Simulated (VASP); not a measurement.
# B (Ia-3d) in VASP: further runs

One crystal, B, is run at these levels: PBE; tasks: single point, relaxation of cell and atoms.

Program: VASP 6.6.1. These are calculated values, not measurements. Logs are shortened: lines on timing, memory, paths and dates and some standing lists are left out, and cuts for length are marked.

### 1 Starting point

Symmetry: Ia-3d, No. 230, cubic system. The conventional cell has a = 4.992 Å, b = 4.992 Å, c = 4.992 Å, α = 90.00°, β = 90.00°, γ = 90.00°. B (site symmetry 32) is surrounded by 3 B at 1.76 Å.

The cell was built by a generator and needn't be a form met in nature.

### 2 Single point, PBE

INCAR reads:

```
PREC = Accurate
ENCUT = 520
EDIFF = 1E-6
ISMEAR = 0
SIGMA = 0.1
LREAL = F
LASPH = T
NELM = 80
ALGO = Normal
ISIF = 2
LWAVE = F
LCHARG = F
GGA = PE
NBANDS = 22
```

KPOINTS reads:

```
Automatic mesh
0
Gamma
  6 6 6
```

POSCAR reads:

```
B
1.0
   -2.4957942757      2.4957942757      2.4957942757
    2.4957942757     -2.4957942757      2.4957942757
    2.4957942757      2.4957942757     -2.4957942757
B
8
Direct
    0.2499829168      0.2499829168      0.2499829168
    0.5000000000      0.0000000000      0.2500170832
    0.2500170832      0.5000000000      0.0000000000
    0.0000000000      0.2500170832      0.5000000000
    0.7500170832      0.7500170832      0.7500170832
    0.5000000000      0.0000000000      0.7499829168
    0.7499829168      0.5000000000      0.0000000000
    0.0000000000      0.7499829168      0.5000000000
```

Potentials or basis: VASP PAW PBE potentials, release 64 (B).

Launch:

```console
$ cat potpaw_PBE.64/B/POTCAR > POTCAR
$ mpirun -np 1 vasp_std > vasp.out
```

OUTCAR:

```text
PREC = Accurate
   ENCUT = 520
   EDIFF = 1E-6
   ISMEAR = 0
   LREAL = F
   LASPH = T
   NELM = 80
   ISIF = 2
   GGA = PE

 ion  position               nearest neighbor table
   1  0.250  0.250  0.250-   2 1.76   3 1.76   4 1.76   5 2.16   5 2.16
   2  0.500  0.000  0.250-   4 1.76   1 1.76   3 1.76   6 2.16   6 2.16
   3  0.250  0.500  0.000-   1 1.76   2 1.76   4 1.76   7 2.16   7 2.16
   4  0.000  0.250  0.500-   2 1.76   3 1.76   1 1.76   8 2.16   8 2.16
   5  0.750  0.750  0.750-   6 1.76   7 1.76   8 1.76   1 2.16   1 2.16
   6  0.500  0.000  0.750-   8 1.76   7 1.76   5 1.76   2 2.16   2 2.16
   7  0.750  0.500  0.000-   5 1.76   8 1.76   6 1.76   3 2.16   3 2.16
   8  0.000  0.750  0.500-   6 1.76   5 1.76   7 1.76   4 2.16   4 2.16

  LATTYP: Found a body centered cubic cell.
 ALAT       =     4.9915885514

  Lattice vectors:

 A1 = (  -2.4957942757,   2.4957942757,   2.4957942757)
 A2 = (   2.4957942757,  -2.4957942757,   2.4957942757)
 A3 = (   2.4957942757,   2.4957942757,  -2.4957942757)

Analysis of symmetry for initial positions (statically):
=====================================================================
 Subroutine PRICEL returns:
 Original cell was already a primitive cell.

 Routine SETGRP: Setting up the symmetry group for a
 body centered cubic supercell.

 Subroutine GETGRP returns: Found 24 space group operations
 (whereof  6 operations were pure point group operations)
 out of a pool of 48 trial point group operations.

The static configuration has the point symmetry S_6 .
 The point group associated with its full space group is T_h .

Analysis of symmetry for dynamics (positions and initial velocities):
=====================================================================
 Subroutine PRICEL returns:
 Original cell was already a primitive cell.

 Routine SETGRP: Setting up the symmetry group for a
 body centered cubic supercell.

 Subroutine GETGRP returns: Found 24 space group operations
 (whereof  6 operations were pure point group operations)
 out of a pool of 48 trial point group operations.

The dynamic configuration has the point symmetry S_6 .
 The point group associated with its full space group is T_h .

 Subroutine INISYM returns: Found 24 space group operations
 (whereof  6 operations are pure point group operations),
 and found     1 'primitive' translations

----------------------------------------------------------------------------------------

                                     Primitive cell

  volume of cell :      62.1851

  direct lattice vectors                    reciprocal lattice vectors
    -2.495794276  2.495794276  2.495794276     0.000000000  0.200337025  0.200337025
     2.495794276 -2.495794276  2.495794276     0.200337025  0.000000000  0.200337025
     2.495794276  2.495794276 -2.495794276     0.200337025  0.200337025  0.000000000

  length of vectors
     4.322842491  4.322842491  4.322842491     0.283319338  0.283319338  0.283319338

  position of ions in fractional coordinates (direct lattice)
     0.249982917  0.249982917  0.249982917
     0.500000000  0.000000000  0.250017083
     0.250017083  0.500000000  0.000000000
     0.000000000  0.250017083  0.500000000
     0.750017083  0.750017083  0.750017083
     0.500000000  0.000000000  0.749982917
     0.749982917  0.500000000  0.000000000
     0.000000000  0.749982917  0.500000000

  ion indices of the primitive-cell ions
   primitive index   ion index
                 1           1
                 2           2
                 3           3
                 4           4
                 5           5
                 6           6
                 7           7
                 8           8

----------------------------------------------------------------------------------------

 KPOINTS: Automatic mesh

Automatic generation of k-mesh.
 Grid dimensions read from file:
 generate k-points for:    6    6    6

 Generating k-lattice:

  Cartesian coordinates                     Fractional coordinates (reciprocal lattice)
     0.000000000  0.033389504  0.033389504     0.166666667  0.000000000  0.000000000
     0.033389504  0.000000000  0.033389504     0.000000000  0.166666667  0.000000000
     0.033389504  0.033389504  0.000000000     0.000000000  0.000000000  0.166666667

  Length of vectors
     0.047219890  0.047219890  0.047219890

  Shift w.r.t. Gamma in fractional coordinates (k-lattice)
     0.000000000  0.000000000  0.000000000

 Subroutine IBZKPT returns following result:
 ===========================================

 Found     18 irreducible k-points:

 Following reciprocal coordinates:
            Coordinates               Weight
  0.000000  0.000000  0.000000      1.000000
  0.166667  0.000000  0.000000     12.000000
  0.333333  0.000000  0.000000     12.000000
  0.500000  0.000000  0.000000      6.000000
  0.166667  0.166667  0.000000     24.000000
  0.333333  0.166667  0.000000     24.000000
[... 10 lines left out ...]
  0.500000  0.500000  0.333333     12.000000
  0.500000  0.500000  0.500000      1.000000
   k-points           NKPTS =     18   k-points in BZ     NKDIM =     18   number of bands    NBANDS=     22
   number of dos      NEDOS =    301   number of ions     NIONS =      8
   total plane-waves  NPLWV =  32768
   dimension x,y,z NGX =    32 NGY =   32 NGZ =   32
   dimension x,y,z NGXF=    64 NGYF=   64 NGZF=   64
   ions per type =               8
   NGX,Y,Z   is equivalent  to a cutoff of  12.31, 12.31, 12.31 a.u.
   NGXF,Y,Z  is equivalent  to a cutoff of  24.61, 24.61, 24.61 a.u.
 SYSTEM =  unknown system
   PREC   = accura    normal or accurate (medium, high low for compatibility)
   ISTART =      0    job   : 0-new  1-cont  2-samecut
   ICHARG =      2    charge: 1-file 2-atom 10-const
   ISPIN  =      1    spin polarized calculation?
   LNONCOLLINEAR =      F non collinear calculations
   LSORBIT =      F    spin-orbit coupling
   LASPH  =      T    aspherical Exc in radial PAW
   ENCUT  =  520.0 eV  38.22 Ry    6.18 a.u.   8.04  8.04  8.04*2*pi/ulx,y,z
   NELM   =     80;   NELMIN=  2; NELMDL= -5     # of ELM steps
   EDIFF  = 0.1E-05   stopping-criterion for ELM
   LREAL  =      F    real-space projection
   EDIFFG = 0.1E-04   stopping-criterion for IOM
   NSW    =      0    number of steps for IOM
   IBRION =     -1    ionic relax: 0-MD 1-quasi-New 2-CG
   NFREE  =      0    steps in history (QN), initial steepest desc. (CG)
   ISIF   =      2    stress and relaxation
   ISYM   =      2    0-nonsym 1-usesym 2-fastsym
   POTIM  = 0.5000    time-step for ionic-motion
   TEBEG  =    0.0;   TEEND  =   0.0 temperature during run
   PSTRESS=    0.0 pullay stress
   NELECT =      24.0000    total number of electrons
   NUPDOWN=      -1.0000    fix difference up-down
   EMIN   =  10.00;   EMAX   =-10.00  energy-range for DOS
   EFERMI =   0.00;   METHOD = LEGACY
   ISMEAR =     0;   SIGMA  =   0.10  broadening in eV -4-tet -1-fermi 0-gaus
   EFERMI_NEDOS =   21; number of points for ismear=-14 and -15
   IALGO  =     38    algorithm
   IMIX   =      4    mixing-type and parameters
     AMIX     =   0.40;   BMIX     =  1.00
     AMIX_MAG =   1.60;   BMIX_MAG =  1.00
  volume/ion in A,a.u.               =       7.77        52.46
  Fermi-wavevector in a.u.,A,eV,Ry     =   1.191927  2.252416 19.329673  1.420691
  Thomas-Fermi vector in A             =   2.327978
   LORBIT       =      0    0 simple, 1 ext, 2 COOP (PROOUT), +10 PAW based schemes
   GGA     = PE    functional components
   LHFCALC =     F    Hartree Fock is set to
   AEXX    =    0.0000 exact exchange contribution
   IVDW    =     0    specifies the selected vdW correction
   LEPSILON=     F    determine dielectric tensor
   LRPA    =     F    only Hartree local field effects (RPA)
 non-spin polarized calculation
 Gauss-broadening in eV      SIGMA  =   0.10
  energy-cutoff  :      520.00
  volume of cell :       62.19
 maximum number of plane-waves:      1721
   NGX = 17   NGY = 17   NGZ = 17

 number of electron      24.0000001 magnetization

 Free energy of the ion-electron system (eV)
  ---------------------------------------------------
  ext. energy  EPLUGINS =         0.00000000
  ---------------------------------------------------
  free energy    TOTEN  =       -44.30309241 eV

  energy without entropy =      -44.28801833  energy(sigma->0) =      -44.29555537

 E-fermi :   4.9977     XC(G=0): -11.6482

 val. band max:        4.9955969837   @ k =   0.3333   0.3333   0.0000
 cond. band min:       5.0100779127   @ k =   0.1667   0.1667   0.0000
 fundamental gap:      0.0144809290
 Fermi energy:         4.9976592371

 k-point     1 :       0.0000    0.0000    0.0000
  band No.  band energies     occupation
      1      -8.7869      2.00000
      2       0.4847      2.00000
      3       0.4847      2.00000
      4       0.4847      2.00000
      5       0.5081      2.00000
      6       0.5081      2.00000
[... 14 lines left out ...]
     21      16.4540      0.00000
     22      16.4571      0.00000

 k-point     2 :       0.1667    0.0000    0.0000
  band No.  band energies     occupation
      1      -8.5150      2.00000
      2      -2.1068      2.00000
      3      -0.6623      2.00000
      4      -0.5855      2.00000
      5      -0.5426      2.00000
      6      -0.4912      2.00000
[... 14 lines left out ...]
     21      16.7157      0.00000
     22      17.0021      0.00000

 k-point     3 :       0.3333    0.0000    0.0000
  band No.  band energies     occupation
      1      -7.7006      2.00000
      2      -4.4735      2.00000
      3      -1.4550      2.00000
      4      -1.4024      2.00000
      5      -1.2641      2.00000
      6      -1.2218      2.00000
[... 14 lines left out ...]
     21      15.0073      0.00000
     22      15.8628      0.00000
[... 326 lines left out ...]
 k-point    17 :       0.5000    0.5000    0.3333
  band No.  band energies     occupation
      1      -5.2754      2.00000
      2      -5.2754      2.00000
      3      -3.6813      2.00000
      4      -3.6809      2.00000
      5      -2.1146      2.00000
      6      -2.1146      2.00000
[... 14 lines left out ...]
     21      14.8370      0.00000
     22      14.8395      0.00000

 k-point    18 :       0.5000    0.5000    0.5000
  band No.  band energies     occupation
      1      -3.9458      2.00000
      2      -3.9458      2.00000
      3      -3.9458      2.00000
      4      -3.9454      2.00000
      5      -3.9454      2.00000
      6      -3.9454      2.00000
[... 14 lines left out ...]
     21      15.4272      0.00000
     22      15.4274      0.00000

------------------------ aborting loop because EDIFF is reached ----------------------------------------

  FORCE on cell =-STRESS in cart. coord.  units (eV):
  Direction    XX          YY          ZZ          XY          YZ          ZX
  --------------------------------------------------------------------------------------
  -------------------------------------------------------------------------------------
  Total        0.0104252      0.0104252      0.0104252      0.0000000      0.0000000      0.0000000
  in kB        0.2686008      0.2686008      0.2686008      0.0000000      0.0000000      0.0000000
  external PRESSURE =       0.2686008 kB  Pullay stress =       0.0000000 kB

 VOLUME and BASIS-vectors are now :
 -----------------------------------------------------------------------------
  energy-cutoff  :      520.00
  volume of cell :       62.19
      direct lattice vectors                 reciprocal lattice vectors
    -2.495794276  2.495794276  2.495794276     0.000000000  0.200337025  0.200337025
     2.495794276 -2.495794276  2.495794276     0.200337025  0.000000000  0.200337025
     2.495794276  2.495794276 -2.495794276     0.200337025  0.200337025  0.000000000

 POSITION                                       TOTAL-FORCE (eV/Angst)
 -----------------------------------------------------------------------------------
      0.62391      0.62391      0.62391         0.000111      0.000111      0.000111
     -0.62391      1.87189      0.62391        -0.000111     -0.000111      0.000111
      0.62391     -0.62391      1.87189         0.000111     -0.000111     -0.000111
      1.87189      0.62391     -0.62391        -0.000111      0.000111     -0.000111
      1.87189      1.87189      1.87189        -0.000111     -0.000111     -0.000111
      0.62391      3.11970     -0.62391         0.000111      0.000111     -0.000111
     -0.62391      0.62391      3.11970        -0.000111      0.000111      0.000111
      3.11970     -0.62391      0.62391         0.000111     -0.000111      0.000111
 -----------------------------------------------------------------------------------
    total drift:                                0.000000      0.000000      0.000000

  FREE ENERGIE OF THE ION-ELECTRON SYSTEM (eV)
  ---------------------------------------------------
  free  energy   TOTEN  =       -44.3030924097 eV

  energy  without entropy=      -44.2880183285  energy(sigma->0) =      -44.29555537
```

It took 8.3 s on 1 thread of Intel Xeon 6975P-C (Granite Rapids), shared host; peak memory 0.16 GiB.

Results:

| Item | Value |
| --- | --- |
| Free energy | -44.3031 eV |
| Pressure | 0.0 GPa |
| Band gap on the k mesh | none (metal or under the smearing width) |

### 3 Relaxation of cell and atoms, PBE

This run uses another cell than the first one, of 6.44 Å³/atom, 0.828 times its volume.

INCAR reads:

```
PREC     = Accurate       # precision mode
ENCUT    = 600            # plane-wave cutoff, eV
EDIFF    = 1E-6           # SCF threshold, eV
ISMEAR   = 0              # smearing method
SIGMA    = 0.1            # smearing width, eV
LREAL    = F              # projectors in reciprocal space
LASPH    = T              # aspherical terms in the spheres
NELM     = 100            # most SCF steps
ALGO     = Fast           # electronic algorithm
ISIF     = 3              # what is computed and relaxed
LWAVE    = F              # write WAVECAR
LCHARG   = F              # write CHGCAR
GGA      = PE             # functional
IBRION   = 2              # ionic algorithm
NSW      = 90             # ionic steps
EDIFFG   = -0.04          # ionic threshold
```

KPOINTS is that of step 2.

POSCAR reads:

```
B
1.0
   -2.3434805000      2.3434805000      2.3434805000
    2.3434805000     -2.3434805000      2.3434805000
    2.3434805000      2.3434805000     -2.3434805000
B
8
Direct
    0.2060000000      0.2060000000      0.2060000000
    0.5000000000      0.0000000000      0.2940000000
    0.2940000000      0.5000000000      0.0000000000
    0.0000000000      0.2940000000      0.5000000000
    0.7940000000      0.7940000000      0.7940000000
    0.5000000000      0.0000000000      0.7060000000
    0.7060000000      0.5000000000      0.0000000000
    0.0000000000      0.7060000000      0.5000000000
```

Potentials or basis: VASP PAW PBE potentials, release 64 (B).

Launch:

```console
$ cat potpaw_PBE.64/B/POTCAR > POTCAR
$ mpirun -np 1 vasp_std > vasp.out
```

Run time: 61 s. Hardware: 1 thread of Intel Xeon 6975P-C (Granite Rapids), shared host; peak memory 0.17 GiB.

It converged, with:

```
Free energy                            : -44.2995 eV
Relaxed volume                         : 7.75 Å³/atom
Relaxed cell                           : a = 4.319 Å, b = 4.319 Å, c = 4.319 Å, α = 109.47°, β = 109.47°, γ = 109.47°
Space group after relaxing (to 0.05 Å) : Ia-3d (No. 230)
Energy gained by relaxing              : 252.7 meV/atom
Ionic steps                            : 8
Pressure after relaxing                : 0.6 GPa
Largest force after relaxing           : 0.026 eV/Å
Band gap on the k mesh                 : none (metal or under the smearing width)
```

Forces in eV/Å, atoms in the order of the input:
```
B    0.015  0.015  0.015
B   -0.015 -0.015  0.015
B    0.015 -0.015 -0.015
B   -0.015  0.015 -0.015
B   -0.015 -0.015 -0.015
B    0.015  0.015 -0.015
B   -0.015  0.015  0.015
B    0.015 -0.015  0.015
```

The path:
| step | energy change (eV) | largest force (eV/Å) | pressure (GPa) | volume (Å³) |
| --- | --- | --- | --- | --- |
| 1 | 0.0000 | 1.0254 | 54.25 | 51.48 |
| 2 | -1.4437 | 0.2418 | -16.65 | 69.48 |
| 3 | -1.7894 | 0.3691 | -1.11 | 62.97 |
| 4 | -1.8392 | 0.3403 | -0.51 | 62.66 |
| 5 | -1.9482 | 0.2084 | 1.77 | 61.72 |
| 6 | -1.9658 | 0.0445 | 7.81 | 59.88 |
| 7 | -1.9912 | 0.0827 | 4.88 | 60.71 |
| 8 | -2.0218 | 0.0259 | 0.56 | 62.01 |

Final structure:
```
CELL_PARAMETERS angstrom
-2.49347 2.49347 2.49347
2.49347 -2.49347 2.49347
2.49347 2.49347 -2.49347
ATOMIC_POSITIONS crystal
B 0.24765 0.24765 0.24765
B 0.50000 0.00000 0.25235
B 0.25235 0.50000 0.00000
B 0.00000 0.25235 0.50000
B 0.75235 0.75235 0.75235
B 0.50000 0.00000 0.74765
B 0.74765 0.50000 0.00000
B 0.00000 0.74765 0.50000
```

Levels at points of the mesh, in eV from the Fermi level:
| k point | band 8 | band 9 | band 10 | band 11 | band 12 | band 13 | band 14 | band 15 | band 16 | band 17 |
| --- | --- | --- | --- | --- | --- | --- | --- | --- | --- | --- |
| (0.00, 0.00, 0.00) | -4.42 | -4.42 | -4.39 | -3.75 | -3.75 | -3.75 | 0.84 | 0.84 | 2.82 | 10.49 |
| (0.50, 0.00, 0.00) | -2.46 | -2.06 | -2.06 | -0.16 | -0.16 | 0.97 | 0.97 | 3.54 | 3.56 | 3.85 |
| (0.50, 0.50, 0.50) | -0.81 | -0.81 | -0.75 | -0.75 | -0.75 | 0.67 | 0.98 | 6.59 | 6.59 | 6.59 |

Caveat: the volume moved by over 15 % at a fixed basis, so the end points are rough.
